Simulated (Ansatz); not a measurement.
## SrCl2 (3R-MoS2 type) under strain

SrCl2, 3R-MoS2 type, relaxed with r2SCAN+rVV10 in the plane-wave code Ansatz. It is trigonal, R3m (No. 160); a = 4.171 Å, c = 18.405 Å in the conventional setting, 30.82 Å³ an atom. Sr has 6 Cl at 2.92 Å; Cl has 3 Sr at 2.92 Å.

The axes x, y and z are those of this cell:
```xyz
3
Lattice="2.0857 1.2042 6.1350 -2.0857 1.2042 6.1350 0.0000 -2.4084 6.1350" Properties=species:S:1:pos:R:3 pbc="T T T"
Sr    0.0000    0.0000    0.0037
Cl    0.0000    0.0000    7.7812
Cl    0.0000    0.0000    4.4852
```

Unstrained: The PBE gap is direct at Γ: 4.340 eV. r2SCAN gives a direct gap of 4.866 eV at Γ. The HSE06 gap is direct at Γ: 5.572 eV. Meshes: PBE 8×8×8, r2SCAN 8×8×8, HSE06 6×6×6. Strains are changes of length per length. After each strain the atoms were relaxed again with r2SCAN+rVV10 within the symmetry that the strain leaves, so tilts or polar shifts that break it weren't tested; points keep the names that they have in the unstrained zone. Values at 0 K without nuclear motion; spin polarisation is off, and the phase may be a hypothetical one.

Changes of the least gap in eV (an overlap counts as a negative gap):

| strain | volume change (%) | space group | PBE | r2SCAN | HSE06 |
| --- | --- | --- | --- | --- | --- |
| uniaxial -2.11 % along z | -2.1 | R3m | -0.047 | -0.051 | – |

Uniaxial -2.11 % along z, other directions held. r2SCAN: the gap goes from 4.866 to 4.815 eV (-0.051 eV). Stress change with PBE, compression positive: xx +0.23, yy +0.23, zz +0.47 GPa.
